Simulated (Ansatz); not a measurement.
# Ba on Nb(100): change of the work function

Wanted: Δφ(θ) for Ba/Nb(100), starting from the top site.

Main program and level: Ansatz 0.2.0; plane-wave DFT, PBE, Ansatz PAW, in the first sound run; inputs show where later runs differ.

### Step 1. Set-up

The cell holds 5 atoms: 5 Nb. Its edges and angles: a = 3.300 Å, b = 3.300 Å, c = 24.600 Å, α = 90.0°, β = 90.0°, γ = 90.0°. Vacuum lies along c.

### Step 2. The clean slab

The bare slab comes first, as the zero from which every change is counted. The two lowest layers are held at bulk places and the upper ones relax. The dipole correction removes the false field that a one-sided slab makes across the periodic vacuum, so each face gets a flat vacuum level of its own.

input.yaml reads:

```yaml
crystal:
  lattice:
    - [3.3, 0.0, 0.0]
    - [0.0, 3.3, 0.0]
    - [0.0, 0.0, 24.6]
  atoms:
    - { symbol: Nb, position: [0.0, 0.0, 0.3658536585] }
    - { symbol: Nb, position: [0.5, 0.5, 0.4329268293] }
    - { symbol: Nb, position: [0.0, 0.0, 0.5] }
    - { symbol: Nb, position: [0.5, 0.5, 0.5670731707] }
    - { symbol: Nb, position: [0.0, 0.0, 0.6341463415] }
kpoints:
  mp_grid: { grid: [9, 9, 1] }
hamiltonian:
  xc: pbe
scf:
  occupations: { method: fermi_dirac, width: 0.1 }
  convergence: { dr2_threshold: 1.0e-08 }
efield:
  axis: 3
  dipole_correction: true
  ramp_position: 0.97
  ramp_width: 0.06
relax:
  f_tol: 0.02
  max_steps: 60
  constraints: [{ sites: [0, 1] }]
output:
  write_potential: true
  write_density: true
  volumetric_format: npy
```

On the command line:

```sh
$ ansatz run input.yaml --threads 4 --pin off --max-ram 12288MiB --backend cpu --events-out ev --progress --plain --runs-dir out
```

Numbers of over 12 decimals in the logs are rounded to 6 here.

The program printed:

```text
Engine: ansatz 0.2.0, aarch64-unknown-linux-gnu
Pseudopotentials: kind: paw
Pseudopotential: Nb, paw, valence charge 13, recommended cutoff 420 eV (normal), Nb.paw.azcp
Functional definition: PBE
  parameter kappa = 0.804
  parameter beta = 0.066725
  exchange = pbe_x(kappa = kappa, mu = beta*pi^2/3)
  correlation = pbe_c(beta = beta)
Crystal: 5 atoms, lattice volume = 267.894 Å³
Basis set: ecut = 420 eV, 5307 PW (Γ), exchange–correlation on 48×48×360 points (8 copies of the dense FFT grid, shifted against one another)
Bands: 39, of which v1, the nominal top of the filled ones, is band 33 counted from 1 (32 counted from 0)
Symmetry: 8 space group operations
k-points: 15 of 81
Non-local potential: Nb, projectors of the file, l = 0: 3, l = 1: 2, l = 2: 2, l = 3: 1
PAW form: soft (Blöchl's): semilocal exchange-correlation on the pseudo side does not see the compensation charge
PAW one-centre angular grid: Nb, 590 points (default); XC on 64 Gauss nodes
Initial density: superposition of atomic densities (neutral atoms: chi_scale 0, normalization atom), corrected by the library's trained network
Initial wavefunctions: pseudopotential atomic-orbital guess
Functional: x = pbe(κ = 0.804, μ = 0.219515), c = pbe(β = 0.066725)
SCF iter   1: F=—  HF=-22758.152780 eV  |F-HF|=—  |Δ(HF+E_count)|=         —  Δρ=8.16e-3  dr2=2.43e0  ethr=1.77e-3  p=0.000 e·Å  D=1.38e-14 V/Å  ΔV_dip=-0.00 eV  dr2_dipole=4.47e-9  V_vac-E_F(+/−)=3.96/3.96 eV  ⟨swp⟩=8.3  Hψ=2741  notcnv=0
efield: sawtooth ramp at fractional position 0.9700 (set: `efield.ramp_position`, or a place that a band, a saddle search or an elastic batch's reference lends), width 0.0600; the density the first Hamiltonian is built on has a dipole p = 0.000 e·Å; the dipole correction subtracts the counter field D = 1.38e-14 V/Å, which shifts the + side's vacuum level by -0.00 eV against the − side's; the planar-averaged density in the ramp window peaks in size at 1.6e-5 e/Å³
preconditioner: auto → LDOS  [metal: Δε(μ)=0.044 eV  Ē_g=2.893 eV  σ=0.100 eV  W_gap=0.11  n_scr=44 (ndim 8)  ℏωp=11.3 eV  f_vac=0.572  D(μ)=6.76/eV (n_scr^D=44)  β→1.0]
SCF iter   2: F=—  HF=-22758.080940 eV  |F-HF|=—  |Δ(HF+E_count)|=   7.18e-2  Δρ=4.47e-3  dr2=5.41e-1  ethr=1.77e-3  p=0.000 e·Å  D=1.84e-5 V/Å  ΔV_dip=-0.00 eV  dr2_dipole=1.08e-7  V_vac-E_F(+/−)=3.64/3.64 eV  ⟨swp⟩=2.4  Hψ=781  notcnv=0
SCF iter   3: F=—  HF=-22758.065187 eV  |F-HF|=—  |Δ(HF+E_count)|=   1.58e-2  Δρ=6.61e-4  dr2=3.40e-3  ethr=8.33e-4  p=0.000 e·Å  D=5.46e-6 V/Å  ΔV_dip=-0.00 eV  dr2_dipole=2.17e-9  V_vac-E_F(+/−)=3.72/3.72 eV  ⟨swp⟩=1.9  Hψ=673  notcnv=0
SCF iter   4: F=—  HF=-22758.066335 eV  |F-HF|=—  |Δ(HF+E_count)|=   1.15e-3  Δρ=2.80e-4  dr2=4.79e-4  ethr=5.23e-6  p=0.000 e·Å  D=3.46e-6 V/Å  ΔV_dip=-0.00 eV  dr2_dipole=6.49e-10  V_vac-E_F(+/−)=3.70/3.70 eV  ⟨swp⟩=2.3  Hψ=806  notcnv=0
SCF iter   5: F=—  HF=-22758.066343 eV  |F-HF|=—  |Δ(HF+E_count)|=   7.61e-6  Δρ=1.13e-4  dr2=7.09e-5  ethr=7.37e-7  p=0.000 e·Å  D=1.21e-6 V/Å  ΔV_dip=-0.00 eV  dr2_dipole=5.57e-11  V_vac-E_F(+/−)=3.71/3.71 eV  ⟨swp⟩=2.1  Hψ=833  notcnv=0
SCF iter   6: F=—  HF=-22758.066329 eV  |F-HF|=—  |Δ(HF+E_count)|=   1.36e-5  Δρ=2.79e-5  dr2=1.36e-5  ethr=1.09e-7  p=0.000 e·Å  D=5.96e-7 V/Å  ΔV_dip=-0.00 eV  dr2_dipole=6.56e-13  V_vac-E_F(+/−)=3.71/3.71 eV  ⟨swp⟩=2.3  Hψ=795  notcnv=0
SCF iter   7: F=—  HF=-22758.066332 eV  |F-HF|=—  |Δ(HF+E_count)|=   2.37e-6  Δρ=1.33e-5  dr2=1.61e-6  ethr=2.09e-8  p=0.000 e·Å  D=1.21e-7 V/Å  ΔV_dip=-0.00 eV  dr2_dipole=4.50e-15  V_vac-E_F(+/−)=3.72/3.72 eV  ⟨swp⟩=2.1  Hψ=739  notcnv=0
SCF iter   8: F=—  HF=-22758.066415 eV  |F-HF|=—  |Δ(HF+E_count)|=   8.34e-5  Δρ=4.05e-6  dr2=1.79e-7  ethr=2.47e-9  p=0.000 e·Å  D=4.46e-8 V/Å  ΔV_dip=-0.00 eV  dr2_dipole=9.64e-16  V_vac-E_F(+/−)=3.72/3.72 eV  ⟨swp⟩=2.0  Hψ=796  notcnv=0
SCF iter   9: F=—  HF=-22758.066415 eV  |F-HF|=—  |Δ(HF+E_count)|=   4.74e-8  Δρ=1.81e-6  dr2=3.24e-8  ethr=2.76e-10  p=0.000 e·Å  D=1.47e-8 V/Å  ΔV_dip=-0.00 eV  dr2_dipole=4.58e-16  V_vac-E_F(+/−)=3.72/3.72 eV  ⟨swp⟩=2.5  Hψ=1062  notcnv=0
SCF iter  10: F=-22758.066415 eV  HF=-22758.066415 eV  |F-HF|=7.02e-10  |Δ(HF+E_count)|=   7.63e-9  Δρ=4.56e-7  dr2=9.39e-10  ethr=1.54e-11  p=0.000 e·Å  D=6.66e-9 V/Å  ΔV_dip=-0.00 eV  dr2_dipole=3.45e-14  V_vac-E_F(+/−)=3.72/3.72 eV  ⟨swp⟩=9.4  Hψ=4138  notcnv=0
SCF 1 converged in 10 iterations: F = -22758.066415 eV  dr2 = 9.39e-10
  greatest PAW one-centre occupation: 0.998 electrons in one spin orbital (limit 2), on the Nb atom at site 1 (counted from 0), in its partial waves of l = 0
relax step   1: F+E_penalty+E_count = -22758.06641517 eV  Δ(F+E_penalty+E_count) = +0.000e0 eV  max|allowed force component| = 1.217e0 eV/Å  Δτ_max = 0.0000 Å  (10 SCF iters, accepted)
Initial density: handed on by an earlier stage of this run
Initial wavefunctions: those handed on with the density
SCF iter   1: F=—  HF=-22758.313614 eV  |F-HF|=—  |Δ(HF+E_count)|=         —  Δρ=1.56e-2  dr2=4.91e0  ethr=3.10e-3  p=-0.000 e·Å  D=-8.85e-8 V/Å  ΔV_dip=0.00 eV  dr2_dipole=1.00e0  V_vac-E_F(+/−)=3.81/3.81 eV  ⟨swp⟩=5.9  Hψ=1586  notcnv=0
efield: sawtooth ramp at fractional position 0.9700 (set: `efield.ramp_position`, or a place that a band, a saddle search or an elastic batch's reference lends), width 0.0600; the density the first Hamiltonian is built on has a dipole p = -0.000 e·Å; the dipole correction subtracts the counter field D = -8.85e-8 V/Å, which shifts the + side's vacuum level by +0.00 eV against the − side's; the planar-averaged density in the ramp window peaks in size at 5.4e-7 e/Å³
preconditioner: auto → LDOS  [metal: Δε(μ)=0.044 eV  Ē_g=2.937 eV  σ=0.100 eV  W_gap=0.11  n_scr=44 (ndim 8)  ℏωp=11.3 eV  f_vac=0.575  D(μ)=6.37/eV (n_scr^D=44)  β→1.0]
SCF iter   2: F=—  HF=-22758.133611 eV  |F-HF|=—  |Δ(HF+E_count)|=   1.80e-1  Δρ=6.52e-3  dr2=4.63e-1  ethr=3.10e-3  p=0.006 e·Å  D=3.89e-3 V/Å  ΔV_dip=-0.10 eV  dr2_dipole=4.83e-2  V_vac-E_F(+/−)=3.68/3.77 eV  ⟨swp⟩=2.2  Hψ=885  notcnv=0
SCF iter   3: F=—  HF=-22758.107844 eV  |F-HF|=—  |Δ(HF+E_count)|=   2.58e-2  Δρ=2.65e-3  dr2=8.56e-2  ethr=7.12e-4  p=0.006 e·Å  D=4.06e-3 V/Å  ΔV_dip=-0.10 eV  dr2_dipole=6.34e-3  V_vac-E_F(+/−)=3.65/3.75 eV  ⟨swp⟩=2.1  Hψ=871  notcnv=0
SCF iter   4: F=—  HF=-22758.102275 eV  |F-HF|=—  |Δ(HF+E_count)|=   5.57e-3  Δρ=7.80e-4  dr2=4.87e-3  ethr=1.32e-4  p=0.007 e·Å  D=4.88e-3 V/Å  ΔV_dip=-0.12 eV  dr2_dipole=2.11e-4  V_vac-E_F(+/−)=3.61/3.73 eV  ⟨swp⟩=2.1  Hψ=731  notcnv=0
[...]
SCF iter   6: F=—  HF=-22758.195836 eV  |F-HF|=—  |Δ(HF+E_count)|=   1.20e-5  Δρ=3.78e-5  dr2=1.43e-5  ethr=1.32e-7  p=0.008 e·Å  D=5.66e-3 V/Å  ΔV_dip=-0.14 eV  dr2_dipole=3.12e-6  V_vac-E_F(+/−)=3.59/3.73 eV  ⟨swp⟩=2.1  Hψ=877  notcnv=0
SCF iter   7: F=—  HF=-22758.195831 eV  |F-HF|=—  |Δ(HF+E_count)|=   5.08e-6  Δρ=1.47e-5  dr2=2.15e-6  ethr=2.20e-8  p=0.008 e·Å  D=5.32e-3 V/Å  ΔV_dip=-0.13 eV  dr2_dipole=2.03e-7  V_vac-E_F(+/−)=3.60/3.73 eV  ⟨swp⟩=2.1  Hψ=976  notcnv=0
SCF iter   8: F=—  HF=-22758.195919 eV  |F-HF|=—  |Δ(HF+E_count)|=   8.76e-5  Δρ=4.09e-6  dr2=1.15e-7  ethr=3.30e-9  p=0.008 e·Å  D=5.24e-3 V/Å  ΔV_dip=-0.13 eV  dr2_dipole=1.78e-9  V_vac-E_F(+/−)=3.60/3.73 eV  ⟨swp⟩=2.1  Hψ=853  notcnv=0
SCF iter   9: F=—  HF=-22758.195919 eV  |F-HF|=—  |Δ(HF+E_count)|=   7.29e-8  Δρ=1.39e-6  dr2=1.13e-8  ethr=1.54e-11  p=0.008 e·Å  D=5.20e-3 V/Å  ΔV_dip=-0.13 eV  dr2_dipole=1.76e-10  V_vac-E_F(+/−)=3.60/3.73 eV  ⟨swp⟩=10.6  Hψ=4496  notcnv=0
SCF iter  10: F=-22758.195919 eV  HF=-22758.195919 eV  |F-HF|=9.24e-10  |Δ(HF+E_count)|=   7.48e-9  Δρ=3.88e-7  dr2=1.05e-9  ethr=1.54e-11  p=0.008 e·Å  D=5.20e-3 V/Å  ΔV_dip=-0.13 eV  dr2_dipole=2.27e-10  V_vac-E_F(+/−)=3.60/3.73 eV  ⟨swp⟩=9.3  Hψ=3938  notcnv=0
SCF 3 converged in 10 iterations: F = -22758.195919 eV  dr2 = 1.05e-9
relax step   3: F+E_penalty+E_count = -22758.19591868 eV  Δ(F+E_penalty+E_count) = -9.429e-2 eV  max|allowed force component| = 1.269e-1 eV/Å  Δτ_max = 0.1441 Å  (10 SCF iters, accepted)
[...]
relax step   4: F+E_penalty+E_count = -22758.19708954 eV  Δ(F+E_penalty+E_count) = -1.171e-3 eV  max|allowed force component| = 6.700e-2 eV/Å  Δτ_max = 0.0469 Å  (9 SCF iters, accepted)
SCF iter   1: F=—  HF=-22758.199585 eV  |F-HF|=—  |Δ(HF+E_count)|=         —  Δρ=1.62e-3  dr2=5.08e-2  ethr=1.11e-3  p=0.008 e·Å  D=5.28e-3 V/Å  ΔV_dip=-0.13 eV  dr2_dipole=7.96e-3  V_vac-E_F(+/−)=3.60/3.73 eV  ⟨swp⟩=2.0  Hψ=866  notcnv=0
efield: sawtooth ramp at fractional position 0.9700 (set: `efield.ramp_position`, or a place that a band, a saddle search or an elastic batch's reference lends), width 0.0600; the density the first Hamiltonian is built on has a dipole p = 0.008 e·Å; the dipole correction subtracts the counter field D = 5.28e-3 V/Å, which shifts the + side's vacuum level by -0.13 eV against the − side's; the planar-averaged density in the ramp window peaks in size at 5.2e-7 e/Å³
preconditioner: auto → LDOS  [metal: Δε(μ)=0.025 eV  Ē_g=2.897 eV  σ=0.100 eV  W_gap=0.06  n_scr=44 (ndim 8)  ℏωp=11.3 eV  f_vac=0.575  D(μ)=6.33/eV (n_scr^D=44)  β→1.0]
SCF iter   2: F=—  HF=-22758.198171 eV  |F-HF|=—  |Δ(HF+E_count)|=   1.41e-3  Δρ=6.36e-4  dr2=7.18e-3  ethr=7.81e-5  p=0.009 e·Å  D=6.16e-3 V/Å  ΔV_dip=-0.15 eV  dr2_dipole=1.16e-4  V_vac-E_F(+/−)=3.58/3.73 eV  ⟨swp⟩=1.0  Hψ=705  notcnv=0
SCF iter   3: F=—  HF=-22758.197942 eV  |F-HF|=—  |Δ(HF+E_count)|=   2.29e-4  Δρ=2.00e-4  dr2=7.62e-4  ethr=1.11e-5  p=0.008 e·Å  D=5.62e-3 V/Å  ΔV_dip=-0.14 eV  dr2_dipole=8.63e-5  V_vac-E_F(+/−)=3.59/3.73 eV  ⟨swp⟩=2.0  Hψ=697  notcnv=0
SCF iter   4: F=—  HF=-22758.197911 eV  |F-HF|=—  |Δ(HF+E_count)|=   3.09e-5  Δρ=4.10e-5  dr2=1.03e-5  ethr=1.17e-6  p=0.008 e·Å  D=5.58e-3 V/Å  ΔV_dip=-0.14 eV  dr2_dipole=3.21e-7  V_vac-E_F(+/−)=3.59/3.73 eV  ⟨swp⟩=2.0  Hψ=784  notcnv=0
SCF iter   5: F=—  HF=-22758.197893 eV  |F-HF|=—  |Δ(HF+E_count)|=   1.78e-5  Δρ=1.16e-5  dr2=1.01e-6  ethr=1.59e-8  p=0.008 e·Å  D=5.50e-3 V/Å  ΔV_dip=-0.14 eV  dr2_dipole=1.88e-10  V_vac-E_F(+/−)=3.59/3.73 eV  ⟨swp⟩=3.3  Hψ=1064  notcnv=0
SCF iter   6: F=—  HF=-22758.197976 eV  |F-HF|=—  |Δ(HF+E_count)|=   8.28e-5  Δρ=5.50e-6  dr2=2.17e-7  ethr=1.55e-9  p=0.008 e·Å  D=5.43e-3 V/Å  ΔV_dip=-0.13 eV  dr2_dipole=7.71e-8  V_vac-E_F(+/−)=3.59/3.73 eV  ⟨swp⟩=2.4  Hψ=973  notcnv=0
SCF iter   7: F=—  HF=-22758.197976 eV  |F-HF|=—  |Δ(HF+E_count)|=   2.93e-8  Δρ=2.35e-6  dr2=3.63e-8  ethr=3.34e-10  p=0.008 e·Å  D=5.39e-3 V/Å  ΔV_dip=-0.13 eV  dr2_dipole=2.63e-9  V_vac-E_F(+/−)=3.60/3.73 eV  ⟨swp⟩=2.1  Hψ=846  notcnv=0
SCF iter   8: F=-22758.197976 eV  HF=-22758.197976 eV  |F-HF|=3.96e-9  |Δ(HF+E_count)|=   1.21e-8  Δρ=7.47e-7  dr2=7.49e-9  ethr=1.54e-11  p=0.008 e·Å  D=5.37e-3 V/Å  ΔV_dip=-0.13 eV  dr2_dipole=9.30e-11  V_vac-E_F(+/−)=3.60/3.73 eV  ⟨swp⟩=10.1  Hψ=4184  notcnv=0
SCF 5 converged in 8 iterations: F = -22758.197976 eV  dr2 = 7.49e-9
relax step   5: F+E_penalty+E_count = -22758.19797595 eV  Δ(F+E_penalty+E_count) = -8.864e-4 eV  max|allowed force component| = 5.359e-3 eV/Å  Δτ_max = 0.0206 Å  (8 SCF iters, accepted)
NSCF: frozen V_eff on 15 k-points
the band table was solved once a step of the walk had ended and its energy, with any forces and stress, was formed, with the checks that follow a solve (2569 applications of the Hamiltonian). They found nothing against the state; the energy, forces and stress were not computed again (output.eigenvalues in the input reference)
WARN: The output density's exchange-correlation potential varies sharply where the density is thin. Do not read a vacuum level from v_tot or v_xc, or from such a field of the output density. On a cell that repeats whose density bears no net charge and no dipole along the vacuum's axis use v_es (v_loc + v_h of the components); under efield.dipole_correction with no amplitude use v_es + v_field, which holds any externa [...]
SCF converged after 8 iterations
Free energy (F): -22758.197976 eV
Harris-Foulkes:  -22758.197976 eV  (|F-HF|=3.96e-9)
Internal energy: -22757.985133 eV  (E = F + TS)
E sigma→0 (E₀):  -22758.091555 eV
Entropy (-TS):   -0.212843 eV (-42.569 meV/atom)
Fermi energy:    3.748562 eV
Dipole field:    D = 0.005361 V/Å  (p = 0.007936 e·Å, saw-weighted, corrected)
Work function:   Φ+ = 3.5958 eV   Φ− = 3.7277 eV
Levels:          The Fermi level and band energies are counted from a zero that moves with the ramp; work functions are not
--- Per-component energies (eV) ---
  E_band       = -1265.425116
  E_kinetic    = 1967.240502
  E_local      = -68553.979029  (includes V_loc(G=0)·N_el)
  E_nonlocal   = 602.156355
  E_hartree    = 33158.375447
  E_xc         = -873.277406
  E_vxc        = -1058.715174  (∫ρ·V_xc dr)
  E_paw        = -15367.538689  (= ΣΔE_a)
  E_vpaw       = -538.901798  (= ΣTr[D̂ρ^β])
  E_aug_tail   = 0.000035  (compensation charges beyond the density's cutoff)
  E_efield     = 0.000021  (sawtooth field / dipole correction)
  E_vefield    = 0.008335  (∫n·V_field dr)
  E_ewald      = 26309.037632
  E_smearing   = -0.212843  (= −TS)
  E_closure    = 0.000000  (closes the sum)
  Σ components = -22758.197976   (vs F -22758.197976, Δ=0.00e0)
--- Forces (eV/Å), atoms counted from 1 ---
  atom   1  Nb    -0.00000000     0.00000000     1.26458862
  atom   2  Nb     0.00000000     0.00000000    -1.26310948
  atom   3  Nb     0.00000000     0.00000000     0.00529079
  atom   4  Nb    -0.00000000     0.00000000    -0.00139643
  atom   5  Nb    -0.00000000     0.00000000    -0.00535939
  max |Σ_I F_I| component: 1.41e-5 eV/Å
--- Band table (eV; the first three rows and the last of 15) ---
  k-point 0: bands = [... 29 lower, 3.9219, 3.9219, 3.9244, 3.9792, 4.1223, 4.1223, 4.5549, 4.6194, ... 2 higher]
  k-point 1: bands = [... 29 lower, 3.4975, 3.6550, 3.7824, 3.9268, 4.1090, 4.2711, 4.3199, 4.6018, ... 2 higher]
  k-point 2: bands = [... 29 lower, 3.0734, 3.1467, 3.5648, 3.7063, 3.9830, 4.0134, 4.8220, 5.1360, ... 2 higher]
  k-point 14: bands = [... 29 lower, 2.7110, 2.7228, 3.7009, 3.8106, 5.5898, 5.6032, 5.8604, 5.9061, ... 2 higher]
--- Relaxed structure (5 steps of the walk, 5 accepted, 0 SCFs on fresh bases) ---
  F+E_penalty+E_count = -22758.19797595 eV   max|allowed force component| = 5.359e-3 eV/Å
  atoms:
    - { symbol: Nb, position: [0.0, 0.0, 0.365854] }
    - { symbol: Nb, position: [0.5, 0.5, 0.432927] }
    - { symbol: Nb, position: [0, 0.0, 0.499977] }
    - { symbol: Nb, position: [0.5, 0.5, 0.568878] }
    - { symbol: Nb, position: [0, 0.0, 0.627528] }
```

Run time: 18 s. Hardware: 4 threads of Arm Neoverse V1, shared host; peak memory 0.6 GiB; 71 s of CPU time.

The steps of the relaxation:

```csv
step,energy less that of the first step (eV),largest force component (eV/Å)
1,0.0000,1.2171
2,-0.0352,1.3788
3,-0.1295,0.1269
4,-0.1307,0.0670
5,-0.1316,0.0054
```

The run keeps the 8 symmetry operations that it works with, so distortions that break them were not tested.

The atoms that moved most (Å):

```csv
atom,dx,dy,dz,length
Nb5,0.000,0.000,-0.163,0.163
Nb4,0.000,0.000,0.044,0.044
```

The relaxed structure:

```cif
data_structure
_symmetry_space_group_name_H-M 'P 1'
_symmetry_Int_Tables_number 1
_cell_length_a 3.3000
_cell_length_b 3.3000
_cell_length_c 24.6000
_cell_angle_alpha 90.000
_cell_angle_beta 90.000
_cell_angle_gamma 90.000
_cell_volume 267.89
loop_
_atom_site_label
_atom_site_type_symbol
_atom_site_fract_x
_atom_site_fract_y
_atom_site_fract_z
_atom_site_occupancy
Nb1 Nb 0.00000 0.00000 0.36585 1
Nb2 Nb 0.50000 0.50000 0.43293 1
Nb3 Nb 0.00000 0.00000 0.49998 1
Nb4 Nb 0.50000 0.50000 0.56888 1
Nb5 Nb 0.00000 0.00000 0.62753 1
```

This step gave:

- energy at zero smearing: -22758.0916 eV
- work function, upper face: 3.596 eV
- work function, lower face: 3.728 eV
- dipole along the normal: 0.007936 e·Å
- step between the vacuum levels: -0.1319 eV

Running mean over 1.65 Å of the planar mean; the ramp of the sawtooth is left out. Electron's electrostatic potential energy less the Fermi level against z:

z (Å), electron's electrostatic potential energy less the Fermi level (eV) and a bar from the least value:
```
        4        3.7 ##############################
        5        3.7 ##############################
        6        3.6 ##############################
        7        2.9 ############################
        8       -2.8 ##################
        9      -10.6 ####
       10      -11.0 ###
       11      -11.0 ###
       12      -11.1 ###
       13      -10.6 ####
       14      -11.6 ##
       15      -12.9 
       16       -7.4 ##########
       17        1.5 ##########################
       18        3.3 #############################
       19        3.6 ##############################
       20        3.6 ##############################
       21        3.6 ##############################
```

The relaxation took 5 steps and lowered the energy by 0.13 eV; the largest force on the free atoms ends at 0.0054 eV/Å.

The work function of the upper face is 3.60 eV.

[end of part 1 of 5]

[Logs are printed without paths, hosts, clocks, repeated set-up lines and the standing remarks that a program may print on its own settings, such as how far it seeks lower states.]

[Hosts, paths, dates, database ids (printed as entryN), source tags and the programs' standing remarks are cut or masked in the printed files.]

[Maps of the electrostatic potential energy from Ansatz leave out the sawtooth potential of an applied field or a dipole correction, so their vacuum need not be flat; planar profiles and work functions include it.]
